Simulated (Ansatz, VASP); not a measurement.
# BN: VASP beside Ansatz

```xyz
2
Lattice="0.0000 1.7801 1.7801 1.7801 0.0000 1.7801 1.7801 1.7801 0.0000" Properties=species:S:1:pos:R:3 pbc="T T T"
B     0.0000    0.0000    0.0000
N     1.7801    1.7801    1.7801
```

Alike in both runs: task single point; functional r2SCAN; k mesh 10 × 10 × 10; no spin polarisation.

```csv
,VASP,Ansatz
version,VASP 6.6.1,Ansatz 0.2.0
potentials or method,"VASP PAW PBE potentials, release 64 (B, N)","plane waves, PAW"
plane-wave cutoff (eV),520,500
occupations,"gaussian, width 0.01 eV",fixed
valence electrons in the cell,8,8
```

|  | VASP | Ansatz | Ansatz less VASP |
| --- | --- | --- | --- |
| gap on the k mesh at the Fermi level (eV) | 1.02 | 1.03 | +0.007 |
| pressure (GPa) | -20.4 | -20.6 | -0.23 |

Caveats: so large a pressure means that the cell lies far from this level's equilibrium, or that cutoff or potentials fall short (VASP); the potentials were made for another functional, which shifts forces and pressure (VASP). A k mesh can miss the band edges. r2SCAN opens gaps a little over a GGA but as a rule still falls short of measured ones.
